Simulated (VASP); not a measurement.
# CaSe (Fm-3m) in VASP: notebook

Aim: see how the results for CaSe move with the level of theory and the settings. Levels: TB-mBJ, PBE, r2SCAN-EpsX, LDA. Tasks: band structure, relaxation of the atoms, single point, G0W0 quasiparticle levels.

All numbers are computed with VASP 6.6.1; they aren't measurements. Logs are shortened: lines on timing, memory, paths and dates and some standing lists are left out, and cuts for length are marked.

### 1 Starting point

The structure is cubic, space group Fm-3m (No. 225). The conventional cell has a = 5.912 Å, b = 5.912 Å, c = 5.912 Å, α = 90.00°, β = 90.00°, γ = 90.00°. Se (site symmetry m-3m) has 6 Ca at 2.96 Å as nearest neighbours. Ca (site symmetry m-3m) is surrounded by 6 Se at 2.96 Å.

### 2 Band structure, TB-mBJ, spin-orbit coupling, no magnetisation

Contents of POSCAR:

```
CaSe
1.0
    0.0000000000      2.9560000000      2.9560000000
    2.9560000000      0.0000000000      2.9560000000
    2.9560000000      2.9560000000      0.0000000000
Se Ca
1 1
Direct
    0.5000000000      0.5000000000      0.5000000000
    0.0000000000      0.0000000000      0.0000000000
```

Contents of INCAR.step1:

```
  ALGO = Normal
  EDIFF = 1E-5
  ENCUT = 520
  GGA = PE
  GGA_COMPAT = False
  ISIF = 2
  ISMEAR = 0
  KPAR = 2
  LASPH = True
  LCHARG = False
  LORBIT = 11
  LREAL = False
  LSORBIT = True
  LWAVE = True
  MAGMOM = 0 0 0 0 0 0
  NELM = 60
  PREC = Accurate
  SIGMA = 0.02
```

Contents of INCAR.step2:

```
  ALGO = Normal
  EDIFF = 1E-7
  ENCUT = 520
  GGA_COMPAT = False
  ISIF = 2
  ISMEAR = 0
  ISTART = 1
  KPAR = 2
  LASPH = True
  LCHARG = False
  LORBIT = 11
  LREAL = False
  LSORBIT = True
  LWAVE = False
  MAGMOM = 0 0 0 0 0 0
  METAGGA = MBJ
  NELM = 60
  PREC = Accurate
  SIGMA = 0.02
```

Contents of KPOINTS:

```
k-points
0
Gamma
  6 6 6
```

Contents of KPOINTS_OPT:

```
path GXWKGLUWLK,UX
10
line-mode
reciprocal
 0.0000000000  0.0000000000  0.0000000000  G
 0.5000000000  0.0000000000  0.5000000000  X

 0.5000000000  0.0000000000  0.5000000000  X
 0.5000000000  0.2500000000  0.7500000000  W

 0.5000000000  0.2500000000  0.7500000000  W
 0.3750000000  0.3750000000  0.7500000000  K

 0.3750000000  0.3750000000  0.7500000000  K
 0.0000000000  0.0000000000  0.0000000000  G

 0.0000000000  0.0000000000  0.0000000000  G
 0.5000000000  0.5000000000  0.5000000000  L

 0.5000000000  0.5000000000  0.5000000000  L
 0.6250000000  0.2500000000  0.6250000000  U

 0.6250000000  0.2500000000  0.6250000000  U
 0.5000000000  0.2500000000  0.7500000000  W

 0.5000000000  0.2500000000  0.7500000000  W
 0.5000000000  0.5000000000  0.5000000000  L

 0.5000000000  0.5000000000  0.5000000000  L
 0.3750000000  0.3750000000  0.7500000000  K

 0.6250000000  0.2500000000  0.6250000000  U
 0.5000000000  0.0000000000  0.5000000000  X
```

Potentials or basis: VASP PAW PBE potentials, release 64 (Se, Ca_sv).

Run with:

```console
$ cat potpaw_PBE.64/Se/POTCAR potpaw_PBE.64/Ca_sv/POTCAR > POTCAR
$ cp INCAR.step1 INCAR
$ mpirun -np 2 vasp_ncl > vasp.out
$ cp INCAR.step2 INCAR
$ mpirun -np 2 vasp_ncl > vasp.out
```

OUTCAR:

```text
EDIFF = 1E-7
   ENCUT = 520
   ISIF = 2
   ISMEAR = 0
   ISTART = 1
   LASPH = True
   LORBIT = 11
   LREAL = False
   LSORBIT = True
   METAGGA = MBJ
   NELM = 60
   PREC = Accurate

 ion  position               nearest neighbor table
   1  0.500  0.500  0.500-   2 2.96   2 2.96   2 2.96   2 2.96   2 2.96   2 2.96
   2  0.000  0.000  0.000-   1 2.96   1 2.96   1 2.96   1 2.96   1 2.96   1 2.96

  LATTYP: Found a face centered cubic cell.
 ALAT       =     5.9120000000

  Lattice vectors:

 A1 = (   0.0000000000,   2.9560000000,   2.9560000000)
 A2 = (   2.9560000000,   0.0000000000,   2.9560000000)
 A3 = (   2.9560000000,   2.9560000000,   0.0000000000)

Analysis of symmetry for initial positions (statically):
=====================================================================
 Subroutine PRICEL returns:
 Original cell was already a primitive cell.

 Routine SETGRP: Setting up the symmetry group for a
 face centered cubic supercell.

 Subroutine GETGRP returns: Found 48 space group operations
 (whereof 48 operations were pure point group operations)
 out of a pool of 48 trial point group operations.

The static configuration has the point symmetry O_h .

Analysis of symmetry for dynamics (positions and initial velocities):
=====================================================================
 Subroutine PRICEL returns:
 Original cell was already a primitive cell.

 Routine SETGRP: Setting up the symmetry group for a
 face centered cubic supercell.

 Subroutine GETGRP returns: Found 48 space group operations
 (whereof 48 operations were pure point group operations)
 out of a pool of 48 trial point group operations.

The dynamic configuration has the point symmetry O_h .

Analysis of structural, dynamic, and magnetic symmetry:
=====================================================================
 Subroutine PRICEL returns:
 Original cell was already a primitive cell.

 Routine SETGRP: Setting up the symmetry group for a
 face centered cubic supercell.

 Subroutine GETGRP returns: Found 48 space group operations
 (whereof 48 operations were pure point group operations)
 out of a pool of 48 trial point group operations.

The overall configuration has the point symmetry O_h .

 Subroutine INISYM returns: Found 48 space group operations
 (whereof 48 operations are pure point group operations),
 and found     1 'primitive' translations

----------------------------------------------------------------------------------------

                                     Primitive cell

  volume of cell :      51.6587

  direct lattice vectors                    reciprocal lattice vectors
     0.000000000  2.956000000  2.956000000    -0.169147497  0.169147497  0.169147497
     2.956000000  0.000000000  2.956000000     0.169147497 -0.169147497  0.169147497
     2.956000000  2.956000000  0.000000000     0.169147497  0.169147497 -0.169147497

  length of vectors
     4.180415290  4.180415290  4.180415290     0.292972058  0.292972058  0.292972058

  position of ions in fractional coordinates (direct lattice)
     0.500000000  0.500000000  0.500000000
     0.000000000  0.000000000  0.000000000

  ion indices of the primitive-cell ions
   primitive index   ion index
                 1           1
                 2           2

----------------------------------------------------------------------------------------

 KPOINTS: k-points

Automatic generation of k-mesh.
 Grid dimensions read from file:
 generate k-points for:    6    6    6

 Generating k-lattice:

[... 67 lines left out ...]
   ISMEAR =     0;   SIGMA  =   0.02  broadening in eV -4-tet -1-fermi 0-gaus
   EFERMI_NEDOS =   21; number of points for ismear=-14 and -15
   IALGO  =     38    algorithm
   IMIX   =      4    mixing-type and parameters
     AMIX     =   0.40;   BMIX     =  1.00
     AMIX_MAG =   1.60;   BMIX_MAG =  1.00
  volume/ion in A,a.u.               =      25.83       174.30
  Fermi-wavevector in a.u.,A,eV,Ry     =   1.107645  2.093145 16.692666  1.226876
  Thomas-Fermi vector in A             =   2.244161
   LORBIT       =     11    0 simple, 1 ext, 2 COOP (PROOUT), +10 PAW based schemes
   METAGGA = MBJ    functional components
   LHFCALC =     F    Hartree Fock is set to
   AEXX    =    0.0000 exact exchange contribution
   IVDW    =     0    specifies the selected vdW correction
   LEPSILON=     F    determine dielectric tensor
   LRPA    =     F    only Hartree local field effects (RPA)
 Gauss-broadening in eV      SIGMA  =   0.02
  energy-cutoff  :      520.00
  volume of cell :       51.66
 maximum number of plane-waves:      2822
   NGX = 15   NGY = 15   NGZ = 15

 number of electron      15.9999998 magnetization       0.0000000      0.0000000      0.0000000

 number of electron      15.9999998 magnetization       0.0000000      0.0000000     -0.0000000

 number of electron      15.9999998 magnetization      -0.0000000      0.0000000     -0.0000000

 number of electron      15.9999998 magnetization      -0.0000000     -0.0000000     -0.0000000

 Free energy of the ion-electron system (eV)
  ---------------------------------------------------
  ext. energy  EPLUGINS =         0.00000000
  ---------------------------------------------------
  free energy    TOTEN  =       170.96812703 eV

  energy without entropy =      170.96812703  energy(sigma->0) =      170.96812703

 E-fermi :   2.6280     XC(G=0):  -8.4497

 val. band max:        2.4249415933   @ k =   0.0000   0.0000   0.0000
 cond. band min:       5.1584057084   @ k =   0.5000   0.5000   0.0000
 fundamental gap:      2.7334641150
 Fermi energy:         2.6279866456

 k-point     1 :       0.0000    0.0000    0.0000
  band No.  band energies     occupation
      1     -38.1398      1.00000
      2     -38.1398      1.00000
      3     -18.9707      1.00000
      4     -18.9707      1.00000
      5     -18.5883      1.00000
      6     -18.5883      1.00000
[... 421 lines left out ...]
     23       8.3398      0.00000
     24       8.3398      0.00000

------------------------ aborting loop because EDIFF is reached ----------------------------------------

  FORCE on cell =-STRESS in cart. coord.  units (eV):
  Direction    XX          YY          ZZ          XY          YZ          ZX
  --------------------------------------------------------------------------------------
  -------------------------------------------------------------------------------------
  Total      -28.7338941    -28.7338941    -28.7338941      0.0000000      0.0000000      0.0000000
  in kB     -891.1725148   -891.1725148   -891.1725148      0.0000000      0.0000000      0.0000000
  external PRESSURE =    -891.1725148 kB  Pullay stress =       0.0000000 kB

 VOLUME and BASIS-vectors are now :
 -----------------------------------------------------------------------------
  energy-cutoff  :      520.00
  volume of cell :       51.66
      direct lattice vectors                 reciprocal lattice vectors
     0.000000000  2.956000000  2.956000000    -0.169147497  0.169147497  0.169147497
     2.956000000  0.000000000  2.956000000     0.169147497 -0.169147497  0.169147497
     2.956000000  2.956000000  0.000000000     0.169147497  0.169147497 -0.169147497

 POSITION                                       TOTAL-FORCE (eV/Angst)
 -----------------------------------------------------------------------------------
      2.95600      2.95600      2.95600        -0.000000      0.000000     -0.000000
      0.00000      0.00000      0.00000         0.000000     -0.000000      0.000000
 -----------------------------------------------------------------------------------
    total drift:                                0.000000     -0.000000     -0.000000

  FREE ENERGIE OF THE ION-ELECTRON SYSTEM (eV)
  ---------------------------------------------------
  free  energy   TOTEN  =       170.9681270323 eV

  energy  without entropy=      170.9681270323  energy(sigma->0) =      170.96812703

 Spin-Orbit-Coupling matrix elements

 Ion:    1  E_soc:     -0.0321224
 l=   1
     0.0000000    -0.0053535    -0.0053535
    -0.0053535     0.0000000    -0.0053535
    -0.0053535    -0.0053535     0.0000000
 l=   2
     0.0000000    -0.0000003     0.0000000    -0.0000003     0.0000001
    -0.0000003     0.0000000     0.0000001    -0.0000003     0.0000000
     0.0000000     0.0000001     0.0000000     0.0000001     0.0000000
    -0.0000003    -0.0000003     0.0000001     0.0000000     0.0000000
     0.0000001     0.0000000     0.0000000     0.0000000     0.0000000
 l=   3
     0.0000000     0.0000000     0.0000000     0.0000000     0.0000000     0.0000000     0.0000000
     0.0000000     0.0000000     0.0000000     0.0000000     0.0000000     0.0000000     0.0000000
     0.0000000     0.0000000     0.0000000     0.0000000     0.0000000     0.0000000     0.0000000
     0.0000000     0.0000000     0.0000000     0.0000000     0.0000000     0.0000000     0.0000000
     0.0000000     0.0000000     0.0000000     0.0000000     0.0000000     0.0000000     0.0000000
     0.0000000     0.0000000     0.0000000     0.0000000     0.0000000     0.0000000     0.0000000
     0.0000000     0.0000000     0.0000000     0.0000000     0.0000000     0.0000000     0.0000000

 Ion:    2  E_soc:     -0.0057198
 l=   1
     0.0000000    -0.0009423    -0.0009423
    -0.0009423     0.0000000    -0.0009423
    -0.0009423    -0.0009423     0.0000000
 l=   2
     0.0000000     0.0000011     0.0000000     0.0000011    -0.0000121
     0.0000011     0.0000000    -0.0000091     0.0000011    -0.0000030
     0.0000000    -0.0000091     0.0000000    -0.0000091     0.0000000
     0.0000011     0.0000011    -0.0000091     0.0000000    -0.0000030
    -0.0000121    -0.0000030     0.0000000    -0.0000030     0.0000000
 l=   3
     0.0000000     0.0000000     0.0000000     0.0000000     0.0000000     0.0000000     0.0000000
     0.0000000     0.0000000     0.0000000     0.0000000     0.0000000     0.0000000     0.0000000
     0.0000000     0.0000000     0.0000000     0.0000000     0.0000000     0.0000000     0.0000000
     0.0000000     0.0000000     0.0000000     0.0000000     0.0000000     0.0000000     0.0000000
     0.0000000     0.0000000     0.0000000     0.0000000     0.0000000     0.0000000     0.0000000
     0.0000000     0.0000000     0.0000000     0.0000000     0.0000000     0.0000000     0.0000000
     0.0000000     0.0000000     0.0000000     0.0000000     0.0000000     0.0000000     0.0000000

 total charge

# of ion       s       p       d       tot
------------------------------------------
    1        1.545   2.711   0.004   4.260
    2        2.026   5.858   0.225   8.109
--------------------------------------------------
tot          3.571   8.569   0.229  12.370

 magnetization (x)

# of ion       s       p       d       tot
------------------------------------------
    1       -0.000   0.000  -0.000   0.000
    2       -0.000  -0.000   0.000  -0.000
--------------------------------------------------
tot         -0.000   0.000  -0.000  -0.000

 magnetization (y)

# of ion       s       p       d       tot
------------------------------------------
    1        0.000   0.000  -0.000  -0.000
    2       -0.000  -0.000   0.000  -0.000
--------------------------------------------------
tot         -0.000  -0.000  -0.000  -0.000

 magnetization (z)

# of ion       s       p       d       tot
------------------------------------------
    1        0.000   0.000   0.000   0.000
    2       -0.000  -0.000   0.000  -0.000
--------------------------------------------------
tot         -0.000   0.000   0.000   0.000
```

Run time: 2.5 min. Hardware: 2 MPI ranks of AMD EPYC 9R45 (Zen 5), shared host; peak memory 0.32 GiB.

Results:

```
Valence electrons inside the program's atomic spheres : Se 4.26; Ca 8.11
```

Caveat: the PAW data sets were made with another functional, which shifts forces and pressure a little.

### 3 Relaxation of the atoms, PBE, 24.80 Å³/atom (strain = -0.04)

Contents of INCAR:

```
ALGO = Normal ; EDIFF = 1E-7
EDIFFG = -0.02 ; ENCUT = 520
GGA = PE ; IBRION = 2
ISIF = 2 ; ISMEAR = -1
LASPH = True ; LCHARG = False
LREAL = False ; LWAVE = False
NELM = 80 ; NSW = 40
PREC = Accurate ; SIGMA = 0.05
```

Contents of KPOINTS:

```
k-points
0
Gamma
  8 8 8
```

Contents of POSCAR:

```
CaSe
1.0
    0.0000000000      2.9560000000      2.9560000000
    2.8377600000      0.0000000000      2.9560000000
    2.8377600000      2.9560000000      0.0000000000
Se Ca
1 1
Direct
    0.5000000000      0.5000000000      0.5000000000
    0.0000000000      0.0000000000      0.0000000000
```

Potentials or basis: VASP PAW PBE potentials, release 64 (Se, Ca_sv).

Run with:

```console
$ cat potpaw_PBE.64/Se/POTCAR potpaw_PBE.64/Ca_sv/POTCAR > POTCAR
$ mpirun -np 1 vasp_std > vasp.out
```

OUTCAR:

```text
EDIFF = 1E-7
   EDIFFG = -0.02
   ENCUT = 520
   GGA = PE
   IBRION = 2
   ISIF = 2
   ISMEAR = -1
   LASPH = True
   LREAL = False
   NELM = 80
   NSW = 40
   PREC = Accurate

 ion  position               nearest neighbor table
   1  0.500  0.500  0.500-   2 2.84   2 2.84   2 2.96   2 2.96   2 2.96   2 2.96
   2  0.000  0.000  0.000-   1 2.84   1 2.84   1 2.96   1 2.96   1 2.96   1 2.96

  LATTYP: Found a body centered tetragonal cell.
 ALAT       =     4.1804152904
 C/A-ratio  =     1.3576450199

  Lattice vectors:

 A1 = (  -2.8377600000,   0.0000000000,  -2.9560000000)
 A2 = (  -2.8377600000,   0.0000000000,   2.9560000000)
 A3 = (   2.8377600000,   2.9560000000,   0.0000000000)

Analysis of symmetry for initial positions (statically):
=====================================================================
 Subroutine PRICEL returns:
 Original cell was already a primitive cell.

 Routine SETGRP: Setting up the symmetry group for a
 body centered tetragonal supercell.

 Subroutine GETGRP returns: Found 16 space group operations
 (whereof 16 operations were pure point group operations)
 out of a pool of 16 trial point group operations.

The static configuration has the point symmetry D_4h.
[... 170 lines left out ...]
  band No.  band energies     occupation
      1     -36.8678      2.00000
      2     -17.8728      2.00000
      3     -17.8728      2.00000
      4     -17.8684      2.00000
      5      -9.2077      2.00000
      6       2.7367      2.00000
      7       2.7367      2.00000
      8       2.7727      2.00000
      9       6.2179      0.00000
     10       6.3451      0.00000
     11       6.3451      0.00000
     12       6.6268      0.00000
[... 331 lines left out ...]
 k-point    24 :       0.3750    0.1250    0.1250
  band No.  band energies     occupation
      1     -36.8618      2.00000
      2     -17.9544      2.00000
      3     -17.8892      2.00000
      4     -17.8798      2.00000
      5      -8.7225      2.00000
      6       0.2953      2.00000
      7       1.7332      2.00000
      8       1.7427      2.00000
      9       6.7887      0.00000
     10       7.1959      0.00000
     11       7.9906      0.00000
     12       8.2311      0.00000

 [... further k-points ...]
[... 5 lines left out ...]
  --------------------------------------------------------------------------------------
  -------------------------------------------------------------------------------------
  Total        2.2923808      0.6884102      0.6884102      0.0000000      0.0000000     -0.0000000
  in kB       74.0598492     22.2404391     22.2404391      0.0000000      0.0000000     -0.0000000
  external PRESSURE =      39.5135758 kB  Pullay stress =       0.0000000 kB

 VOLUME and BASIS-vectors are now :
 -----------------------------------------------------------------------------
  energy-cutoff  :      520.00
  volume of cell :       49.59
      direct lattice vectors                 reciprocal lattice vectors
     0.000000000  2.956000000  2.956000000    -0.176195309  0.169147497  0.169147497
     2.837760000  0.000000000  2.956000000     0.176195309 -0.169147497  0.169147497
     2.837760000  2.956000000  0.000000000     0.176195309  0.169147497 -0.169147497

 POSITION                                       TOTAL-FORCE (eV/Angst)
 -----------------------------------------------------------------------------------
      2.83776      2.95600      2.95600         0.000000      0.000000      0.000000
      0.00000      0.00000      0.00000         0.000000      0.000000     -0.000000
 -----------------------------------------------------------------------------------
    total drift:                                0.000000     -0.000000     -0.000000

  FREE ENERGIE OF THE ION-ELECTRON SYSTEM (eV)
  ---------------------------------------------------
  free  energy   TOTEN  =        -9.4262310348 eV

  energy  without entropy=       -9.4262310347  energy(sigma->0) =       -9.42623103

 reached required accuracy - stopping structural energy minimisation
```

OSZICAR:

```text
N       E                     dE             d eps       ncg     rms          rms(c)
DAV:   1     0.106764958627E+03    0.10676E+03   -0.76801E+03  1416   0.123E+03
DAV:   2    -0.404670729581E+01   -0.11081E+03   -0.10616E+03  1560   0.282E+02
DAV:   3    -0.926311005441E+01   -0.52164E+01   -0.51634E+01  1856   0.574E+01
DAV:   4    -0.956672959997E+01   -0.30362E+00   -0.30325E+00  2536   0.120E+01
DAV:   5    -0.956842642580E+01   -0.16968E-02   -0.16967E-02  1748   0.946E-01    0.424E+00
DAV:   6    -0.943379097527E+01    0.13464E+00   -0.25275E-01  1824   0.276E+00    0.259E+00
DAV:   7    -0.942300593510E+01    0.10785E-01   -0.13099E-01  2152   0.252E+00    0.749E-01
DAV:   8    -0.942584614917E+01   -0.28402E-02   -0.13480E-02  1772   0.970E-01    0.836E-02
DAV:   9    -0.942611367035E+01   -0.26752E-03   -0.92406E-04  1872   0.277E-01    0.667E-02
DAV:  10    -0.942623024695E+01   -0.11658E-03   -0.21080E-04  1880   0.129E-01    0.194E-02
DAV:  11    -0.942623289947E+01   -0.26525E-05   -0.10477E-04  1792   0.104E-01    0.951E-03
DAV:  12    -0.942623109214E+01    0.18073E-05   -0.90647E-06  1808   0.273E-02    0.156E-03
DAV:  13    -0.942623103481E+01    0.57331E-07   -0.32112E-07  1824   0.533E-03
   1 F= -.94262310E+01 E0= -.94262310E+01  d E =-.942623E+01
```

CONTCAR:

```text
CaSe
   1.00000000000000
     0.0000000000000000    2.9560000000000000    2.9560000000000000
     2.8377599999999998    0.0000000000000000    2.9560000000000000
     2.8377599999999998    2.9560000000000000    0.0000000000000000
  Se              Ca
     1     1
Direct
     0.5000000000000000    0.5000000000000000    0.5000000000000000
     0.0000000000000000    0.0000000000000000    0.0000000000000000

  0.00000000E+00  0.00000000E+00  0.00000000E+00
  0.00000000E+00  0.00000000E+00  0.00000000E+00
```

It took 20 s on 1 thread of AMD EPYC 9R45 (Zen 5), shared host; peak memory 0.16 GiB.

Results:

```yaml
Free_energy: -9.4262 eV
Pressure_after_relaxing: 4.0 GPa
Band_gap_on_the_k_mesh: 1.87 eV, indirect (least direct gap 2.81 eV)
```

Caveat: the relaxation stopped at its first step, so nothing moved.

(Continued in part 2 of 2.)
